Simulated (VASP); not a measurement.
# Pt in VASP: notebook, part 2 of 2

VASP 6.6.1.

## (3) Relaxation of the atoms, BLYP+D4

INCAR

```
SYSTEM = Pt
PREC = Accurate
ENCUT = 520
EDIFF = 1E-7
ISMEAR = -1
SIGMA = 0.05
LREAL = .FALSE.
LASPH = .TRUE.
NELM = 100
ALGO = Fast
ISIF = 2
LWAVE = .FALSE.
LCHARG = .FALSE.
LDIPOL = .TRUE.
IDIPOL = 3
DIPOL = 0.5 0.5 0.294
GGA = B5
ALDAX = 1.0
AGGAX = 1.0
AGGAC = 1.0
ALDAC = 0.0
IVDW = 13
VDW_S6 = 1.0
VDW_S8 = 2.34076671
VDW_A1 = 0.44488865
VDW_A2 = 4.0933009
IBRION = 2
NSW = 40
EDIFFG = -0.02
```

KPOINTS

```
Automatic mesh
0
G
  10 10 1
  0 0 0
```

POSCAR

```
Pt
1.0
    2.5230800000      0.0000000000      0.0000000000
    0.0000000000      2.5230800000      0.0000000000
    0.0000000000      0.0000000000     23.8000000000
Pt
1
Selective dynamics
Direct
    0.0000000000      0.0000000000      0.2941200000  F F F
```

Potentials or basis: VASP PAW PBE potentials, release 64 (Pt).

Command:

```console
$ cat potpaw_PBE.64/Pt/POTCAR > POTCAR
$ mpirun -np 1 vasp_std > vasp.out
```

OUTCAR:

```text
SYSTEM = Pt
   PREC = Accurate
   ENCUT = 520
   EDIFF = 1E-7
   ISMEAR = -1
   LREAL = .FALSE.
   LASPH = .TRUE.
   NELM = 100
   ISIF = 2
   GGA = B5
   IVDW = 13
   IBRION = 2
   NSW = 40
   EDIFFG = -0.02

 ion  position               nearest neighbor table
   1  0.000  0.000  0.294-

  LATTYP: Found a simple tetragonal cell.
 ALAT       =     2.5230800000
 C/A-ratio  =     9.4329153257

  Lattice vectors:

 A1 = (   2.5230800000,   0.0000000000,   0.0000000000)
 A2 = (   0.0000000000,   2.5230800000,   0.0000000000)
 A3 = (   0.0000000000,   0.0000000000,  23.8000000000)

Analysis of symmetry for initial positions (statically):
=====================================================================
 Subroutine PRICEL returns:
 Original cell was already a primitive cell.

 Routine SETGRP: Setting up the symmetry group for a
 simple tetragonal supercell.

 Subroutine GETGRP returns: Found 16 space group operations
 (whereof  8 operations were pure point group operations)
 out of a pool of 16 trial point group operations.

[... 188 lines left out ...]
      2     -10.0691      2.00000
      3      -6.4803      2.00000
      4      -4.1814      0.34889
      5      -4.1814      0.34889
      6      -3.2651      0.00000
      7      -2.4719      0.00000
      8       1.5459      0.00000
      9       1.9136      0.00000
[... 229 lines left out ...]
 k-point    21 :       0.5000    0.5000    0.0000
  band No.  band energies     occupation
      1     -10.0670      2.00000
      2      -7.1031      2.00000
      3      -7.1031      2.00000
      4      -4.3757      1.82313
      5      -1.3160      0.00000
      6       3.7509      0.00000
      7       3.7509      0.00000
      8       8.8056      0.00000
      9       8.9679      0.00000

------------------------ aborting loop because EDIFF is reached ----------------------------------------

 vacuum level on the upper side and lower side of the slab       (xc-potential included)        -0.033        -0.035

  DFT-D4 for vdW energy calculation

  Edisp (eV):   -0.52225

  FORCE on cell =-STRESS in cart. coord.  units (eV):
  Direction    XX          YY          ZZ          XY          YZ          ZX
  --------------------------------------------------------------------------------------
  -------------------------------------------------------------------------------------
  Total       0.78834     0.78834    -0.01308     0.00000     0.00000    -0.00000
  in kB       8.33650     8.33650    -0.13830     0.00000     0.00000    -0.00000
  external pressure =        5.51 kB  Pullay stress =        0.00 kB

 VOLUME and BASIS-vectors are now :
 -----------------------------------------------------------------------------
  energy-cutoff  :      520.00
  volume of cell :      151.51
      direct lattice vectors                 reciprocal lattice vectors
     2.523080000  0.000000000  0.000000000     0.396340980  0.000000000  0.000000000
     0.000000000  2.523080000  0.000000000     0.000000000  0.396340980  0.000000000
     0.000000000  0.000000000 23.800000000     0.000000000  0.000000000  0.042016807

 POSITION                                       TOTAL-FORCE (eV/Angst)
 -----------------------------------------------------------------------------------
      0.00000      0.00000      7.00006         0.000000     -0.000000      0.000000
 -----------------------------------------------------------------------------------
    total drift:                                0.000000      0.000000     -0.000008

  FREE ENERGIE OF THE ION-ELECTRON SYSTEM (eV)
  ---------------------------------------------------
  free  energy   TOTEN  =        -4.6647657959 eV

  energy  without entropy=       -4.6478647143  energy(sigma->0) =       -4.65631526

 reached required accuracy - stopping structural energy minimisation

 vacuum level on the upper side and lower side of the slab         1.687         1.686
```

Wall time 1.8 min (1 thread of Intel Xeon Platinum 8375C at 2.90GHz (Ice Lake), shared host); peak memory 0.25 GiB.

What came out:

```
Free energy                : -4.6648 eV
Band gap on the k mesh     : none (metal or under the smearing width)
Dispersion energy per atom : -0.522 eV
```

Final structure:
```yaml
crystal:
  lattice:
    - [2.52308, 0.00000, 0.00000]
    - [0.00000, 2.52308, 0.00000]
    - [0.00000, 0.00000, 23.80000]
  atoms:
    - { symbol: Pt, position: [0.00000, 0.00000, 0.29412] }
```

Levels at points of the mesh, in eV from the Fermi level:
| k point | band 2 | band 3 | band 4 | band 5 | band 6 | band 7 | band 8 | band 9 |
| --- | --- | --- | --- | --- | --- | --- | --- | --- |
| (0.00, 0.00, 0.00) | -5.81 | -2.22 | 0.08 | 0.08 | 0.99 | 1.79 | 5.80 | 6.17 |
| (0.50, 0.00, 0.00) | -3.77 | -1.50 | -0.85 | 0.46 | 2.17 | 6.39 | 7.40 | 10.73 |
| (0.50, 0.50, 0.00) | -2.84 | -2.84 | -0.12 | 2.94 | 8.01 | 8.01 | 13.06 | 13.23 |

Caveat: the relaxation stopped at its first step, so nothing moved; the PAW data sets were made with another functional, which shifts forces and pressure a little.

## (4) Relaxation of the atoms, RPBE

INCAR

```
PREC = Accurate
ENCUT = 520
EDIFF = 1E-7
ISMEAR = 0
SIGMA = 0.05
LREAL = False
LASPH = True
NELM = 80
ALGO = Fast
ISIF = 2
LWAVE = False
LCHARG = False
LDIPOL = True
IDIPOL = 3
DIPOL = 0.5 0.5 0.294
GGA = RP
IBRION = 2
NSW = 60
EDIFFG = -0.005
```

KPOINTS

```
Automatic mesh
0
Gamma
  10 10 1
```

POSCAR is that of step 3.

Potentials or basis: VASP PAW PBE potentials, release 64 (Pt).

Command:

```console
$ cat potpaw_PBE.64/Pt/POTCAR > POTCAR
$ mpirun -np 1 vasp_std > vasp.out
```

OUTCAR:

```text
PREC = Accurate
   ENCUT = 520
   EDIFF = 1E-7
   ISMEAR = 0
   LREAL = False
   LASPH = True
   NELM = 80
   ISIF = 2
   GGA = RP
   IBRION = 2
   NSW = 60
   EDIFFG = -0.005

 ion  position               nearest neighbor table
   1  0.000  0.000  0.294-

  LATTYP: Found a simple tetragonal cell.
 ALAT       =     2.5230800000
 C/A-ratio  =     9.4329153257

  Lattice vectors:

 A1 = (   2.5230800000,   0.0000000000,   0.0000000000)
 A2 = (   0.0000000000,   2.5230800000,   0.0000000000)
 A3 = (   0.0000000000,   0.0000000000,  23.8000000000)

Analysis of symmetry for initial positions (statically):
=====================================================================
 Subroutine PRICEL returns:
 Original cell was already a primitive cell.

 Routine SETGRP: Setting up the symmetry group for a
 simple tetragonal supercell.

 Subroutine GETGRP returns: Found 16 space group operations
 (whereof  8 operations were pure point group operations)
 out of a pool of 16 trial point group operations.
[... 186 lines left out ...]

 k-point     1 :       0.0000    0.0000    0.0000
  band No.  band energies     occupation
      1     -11.4609      2.00000
      2     -10.2365      2.00000
      3      -6.6103      2.00000
      4      -4.3745      0.01558
      5      -4.3745      0.01558
      6      -3.4604      0.00000
      7      -2.5560      0.00000
      8       1.3400      0.00000
      9       1.7662      0.00000
[... 229 lines left out ...]
 k-point    21 :       0.5000    0.5000    0.0000
  band No.  band energies     occupation
      1     -10.2884      2.00000
      2      -7.2864      2.00000
      3      -7.2864      2.00000
      4      -4.5526      1.99115
      5      -1.5085      0.00000
      6       3.5068      0.00000
      7       3.5068      0.00000
      8       8.2543      0.00000
      9       8.6076      0.00000

------------------------ aborting loop because EDIFF is reached ----------------------------------------

 vacuum level on the upper side and lower side of the slab       (xc-potential included)        -0.106        -0.108

  FORCE on cell =-STRESS in cart. coord.  units (eV):
  Direction    XX          YY          ZZ          XY          YZ          ZX
  --------------------------------------------------------------------------------------
  -------------------------------------------------------------------------------------
  Total        0.4391890      0.4391890     -0.0130492      0.0000000      0.0000000      0.0000000
  in kB        4.6443298      4.6443298     -0.1379923      0.0000000      0.0000000      0.0000000
  external PRESSURE =       3.0502224 kB  Pullay stress =       0.0000000 kB

 VOLUME and BASIS-vectors are now :
 -----------------------------------------------------------------------------
  energy-cutoff  :      520.00
  volume of cell :      151.51
      direct lattice vectors                 reciprocal lattice vectors
     2.523080000  0.000000000  0.000000000     0.396340980  0.000000000  0.000000000
     0.000000000  2.523080000  0.000000000     0.000000000  0.396340980  0.000000000
     0.000000000  0.000000000 23.800000000     0.000000000  0.000000000  0.042016807

 POSITION                                       TOTAL-FORCE (eV/Angst)
 -----------------------------------------------------------------------------------
      0.00000      0.00000      7.00006         0.000000     -0.000000      0.000000
 -----------------------------------------------------------------------------------
    total drift:                                0.000000      0.000000     -0.000005

  FREE ENERGIE OF THE ION-ELECTRON SYSTEM (eV)
  ---------------------------------------------------
  free  energy   TOTEN  =        -4.3009721231 eV

  energy  without entropy=       -4.2974462971  energy(sigma->0) =       -4.29920921

 reached required accuracy - stopping structural energy minimisation

 vacuum level on the upper side and lower side of the slab         1.622         1.620
```

OSZICAR:

```text
N       E                     dE             d eps       ncg     rms          rms(c)
DAV:   1     0.658226447194E+02    0.65823E+02   -0.33764E+03   378   0.787E+02
DAV:   2    -0.244459144797E+01   -0.68267E+02   -0.61595E+02   663   0.115E+02
DAV:   3    -0.456275765616E+01   -0.21182E+01   -0.20686E+01   454   0.334E+01
[... 12 lines left out ...]
RMM:  16    -0.430097083545E+01   -0.35777E-05   -0.39070E-07   291   0.283E-03    0.125E-03
RMM:  17    -0.430097156931E+01   -0.73386E-06   -0.14325E-07   268   0.157E-03    0.266E-04
RMM:  18    -0.430097194235E+01   -0.37305E-06   -0.20116E-08   201   0.766E-04    0.717E-05
RMM:  19    -0.430097207497E+01   -0.13262E-06   -0.40855E-09   168   0.517E-04    0.497E-05
RMM:  20    -0.430097212306E+01   -0.48087E-07   -0.10708E-09   151   0.432E-04
   1 F= -.43009721E+01 E0= -.42992092E+01  d E =-.430097E+01
```

It took 33 s on 1 thread of Intel Xeon Platinum 8259CL at 2.50GHz (Skylake/Cascade Lake), shared host; peak memory 0.25 GiB.

What came out:

* Free energy: -4.3010 eV
* Band gap on the k mesh: none (metal or under the smearing width)

Final structure:
```yaml
crystal:
  lattice:
    - [2.52308, 0.00000, 0.00000]
    - [0.00000, 2.52308, 0.00000]
    - [0.00000, 0.00000, 23.80000]
  atoms:
    - { symbol: Pt, position: [0.00000, 0.00000, 0.29412] }
```

Levels at points of the mesh, in eV from the Fermi level:
```csv
k point,band 2,band 3,band 4,band 5,band 6,band 7,band 8,band 9
"(0.00, 0.00, 0.00)",-5.78,-2.15,0.09,0.09,1.00,1.90,5.80,6.23
"(0.50, 0.00, 0.00)",-3.76,-1.48,-0.80,0.46,2.03,6.45,7.57,10.77
"(0.50, 0.50, 0.00)",-2.83,-2.83,-0.09,2.95,7.97,7.97,12.71,13.07
```

Caveat: the relaxation stopped at its first step, so nothing moved; the PAW data sets were made with another functional, which shifts forces and pressure a little.

## (5) Summary

```tsv
level	smearing	gap on the mesh (eV)
BLYP+D3(BJ)	fermi-dirac 0.05 eV	none
BLYP+D4	fermi-dirac 0.05 eV	none
RPBE	gaussian 0.05 eV	none
```

Alike in all rows: task relaxation of the atoms; potentials or basis VASP PAW PBE potentials, release 64 (Pt); no spin polarisation; cell atoms relaxed; k mesh 10 × 10 × 1; cutoff (eV) 520.

Caveats: the relaxation stopped at its first step, so nothing moved; the PAW data sets were made with another functional, which shifts forces and pressure a little.

Absolute energies hang on the potentials; compare differences alone.
